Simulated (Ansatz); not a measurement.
## La₂O₃, space group P321: a convergence test of the k-point mesh

Computed with the Python package of Ansatz (0.2.0).

`la2o3.xyz`
```text
5
Lattice="3.93 0.0 0.0 -1.965 3.40347984 0.0 0.0 0.0 6.12" Properties=species:S:1:pos:R:3 pbc="T T T"
La   -0.00000000    2.26898656    1.53000000
La    1.96500000    1.13449328    4.59000000
O     0.49125000    0.85086996    0.00000000
O     2.94750000    0.00000000    0.00000000
O    -1.47375000    2.55260988    0.00000000
```

`kconv_la2o3.py`
```python
import warnings

import ansatz as az
import pandas as pd


def main() -> None:
    warnings.simplefilter("ignore", az.DeckWarning)

    crystal = az.Crystal.from_extxyz("la2o3.xyz")

    setup = crystal.calculation()
    setup = setup.occupations(az.OccupationsMethod.FIXED)
    setup = setup.functional(az.Functional.LDA)
    setup = setup.scf(tolerance=1e-09)

    rows = []
    for value in [(3, 3, 2), (6, 6, 4), (12, 12, 4), (12, 12, 6)]:
        r = setup.kpoints(*value).run().report
        rows.append((value, r["free_energy_ev"] / len(r["lattice"]["sites"]), r["n_iterations"], r["n_kpoints"]))

    table = pd.DataFrame(rows, columns=["mesh", "F/atom (eV)", "iterations", "k-points"])
    print(table.round(5).to_string(index=False))

    for row in rows[:-1]:
        shift = 1000 * (row[1] - rows[-1][1])
        print(f"{row[0]}: {shift:+.2f} meV/atom" + ("  (within 1 meV)" if abs(shift) < 1 else ""))


if __name__ == "__main__":
    main()
```

Output of `python kconv_la2o3.py`:
```text
RunWarning: iter 1: σ=0 fill of 20 bands saw a band overlap (occupied 13.1877 eV > unoccupied 12.5048 eV) — on an unconverged iterate often a transient of an unconverged empty band; one that stands [...]
RunWarning: the bands overlap at the fill by count (20 filled at each k-point of a channel): the highest filled level, 13.208602 eV at k-index 0, stands 0.8526 eV over the lowest empty one, 12.355979 [...]
       mesh  F/atom (eV)  iterations  k-points
  (3, 3, 2)  -2762.75438          11         6
  (6, 6, 4)  -2762.74780          14        24
(12, 12, 4)  -2762.74766          10        69
(12, 12, 6)  -2762.74815           9       100
(3, 3, 2): -6.23 meV/atom
(6, 6, 4): +0.36 meV/atom  (within 1 meV)
(12, 12, 4): +0.49 meV/atom  (within 1 meV)
```
(Warnings from the package without file and line, shortened, repeats left out.)

Reading the output:
- The input holds a mistake (fixed occupations, though the bands overlap at this level of theory), so what it prints is no property of La2O3.
- The starting cell is as deposited in a crystallographic database; the results hold for this polymorph, which needn't be the stable one.
- Shifts are counted from the finest mesh, which is itself no proven limit.
- The script silences the warnings on its input, which a real study should read.
- It ran for 38 s on 1 thread of Intel(R) Xeon(R) Processor @ 2.30GHz, with other jobs on the host, peak memory 0.66 GiB.
